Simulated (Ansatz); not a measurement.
GaP under changes of volume

One of the cells (21.026 Å³/atom); the others are scaled copies at fixed shape and fractional positions:

```
Ga P
1.0
     1.94302    1.12180    6.43081
    -1.94302    1.12180    6.43081
     0.00000   -2.24360    6.43081
Ga P
2 2
Direct
  0.56463 0.56463 0.56463
  0.43537 0.43537 0.43537
  0.94261 0.94261 0.94261
  0.05739 0.05739 0.05739
```

Measurements of this composition are mostly on another form, of space group No. 216.

- Program: Ansatz 0.2.0
- Functional: PBE
- Potentials or basis: all-electron LAPW, scalar-relativistic
- Cutoff: 308 eV (chosen from the basis error)
- Basis error allowed: 0.001 eV/atom
- k mesh: 8 × 8 × 8
- Occupations: fermi-dirac, width 0.05 eV
- Spin: no spin polarisation

```tsv
volume (Å³/atom)	energy over the lowest point (meV/atom)	pressure (GPa)	gap on the mesh (eV)	largest force (eV/Å)
19.764	19.05	5.1	0.82	0.225
20.185	8.19	3.2	0.83	0.163
20.605	2.01	1.5	0.83	0.106
21.026	0.00	0.0	0.83	0.053
21.446	1.73	-1.3	0.82	0.028
21.867	?	?	?	?
22.287	14.86	-3.6	0.79	0.083
```

Problem. What does the run at 21.867 Å³/atom give?

Solution. Energy over the lowest point 6.80 meV/atom; pressure -2.5 GPa; gap on the mesh 0.81 eV; largest force 0.041 eV/Å.

Worked out: A Birch-Murnaghan fit of order 3 (a polynomial in V^(-2/3)) to the other rows has its minimum at 21.03 Å³/atom with B0 = V·E''(V) = 71 GPa and B' = 4.6 at fixed shape and positions, which overstates the stiffness. It gives 6.81 meV/atom at 21.867 Å³/atom, against the run's 6.80, and -dE/dV = -2.5 GPa, against -2.5. A parabola through the other rows of the gap, of slope -0.8 eV per unit of ln V there, gives 0.81 eV, against the run's 0.81.

Energies are extrapolated to zero smearing.

A mesh can miss the band edges. Spin-orbit coupling on Ga is left out.
